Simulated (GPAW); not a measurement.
Write an ASE script for GPAW 26.7.0 that does the following.

```
Task                : relaxation of cell and atoms
Functional          : PBEsol
Potentials or basis : PAW data sets generated in the run's folder for this functional
Cutoff              : 600 eV
Basis               : pw
k mesh              : 6 × 6 × 3
Occupations         : fermi-dirac, width 0.05 eV
Spin                : no spin polarisation
Target pressure     : 30 GPa
Maxiter             : 150
Optimizer           : BFGS
Fmax                : 0.02 eV/Å
Max steps           : 60
Target pressure     : 30 GPa
Convergence         : density=1e-05 forces=0.0001
```

The system is TiSe.

```
Se Ti
1.0
     3.55900    0.00000    0.00000
    -1.77950    3.08218    0.00000
     0.00000    0.00000    6.22000
Se Ti
2 2
Cartesian
  1.7795 1.0274 4.6650
  0.0000 2.0548 1.5550
  0.0000 0.0000 3.1100
  0.0000 0.0000 0.0000
```

The input as run:

run.py

```python
from ase import Atoms
from ase.filters import FrechetCellFilter
from ase.io import write
from ase.optimize import BFGS
from ase.units import GPa
from gpaw import GPAW, PW, setup_paths

setup_paths.insert(0, '.')

atoms = Atoms(['Se', 'Se', 'Ti', 'Ti'],
              cell=[[3.559, 0.0, 0.0],
                    [-1.7795, 3.0821844121, 0.0],
                    [0.0, 0.0, 6.22]],
              scaled_positions=[[0.6666666667, 0.3333333333, 0.75],
                                [0.3333333333, 0.6666666667, 0.25],
                                [0.0, 0.0, 0.5],
                                [0.0, 0.0, 0.0]],
              pbc=True)

calc = GPAW(mode=PW(600),
            xc='PBEsol',
            kpts={'size': (6, 6, 3), 'gamma': True},
            occupations={'name': 'fermi-dirac', 'width': 0.05},
            nbands=34,
            convergence={'density': 1e-05, 'forces': 0.0001},
            maxiter=150,
            txt='gpaw.txt')
atoms.calc = calc
opt = BFGS(FrechetCellFilter(atoms, scalar_pressure=30 * GPa), trajectory='relax.traj', logfile='-')
done = opt.run(fmax=0.02, steps=60)
calc.write('gs.gpw')
write('result.traj', atoms)
print('Converged:', done)
print('Cell:', atoms.cell.cellpar().round(4))
print('Volume:', round(atoms.get_volume(), 4))
print(atoms.get_scaled_positions().round(5))
```

Potentials or basis: PAW data sets generated in the run's folder for this functional, pw.

Run with:

```console
$ gpaw-setup -f PBEsol Se Ti
$ OMP_NUM_THREADS=1 python run.py
```

Results of the run:

| Item | Value |
| --- | --- |
| Relaxed volume | 13.97 Å³/atom |
| Relaxed cell | a = 3.137 Å, b = 3.137 Å, c = 6.555 Å, α = 90.00°, β = 90.00°, γ = 120.00° |
| Space group after relaxing (to 0.05 Å) | P6_3/mmc (No. 194) |
| Energy change on relaxing (the enthalpy is what falls) | +154.2 meV/atom |
| Ionic steps | 9 |
| Pressure after relaxing | 30.0 GPa |
| Band gap on the k mesh | none (metal or under the smearing width) |

Caveat: later steps reuse the first step's grids; the volume moved by over 15 % at a fixed basis, so the end points are rough.

It took 3.1 min on 1 thread of Arm Neoverse V2, with other jobs on the host, peak memory 0.28 GiB.
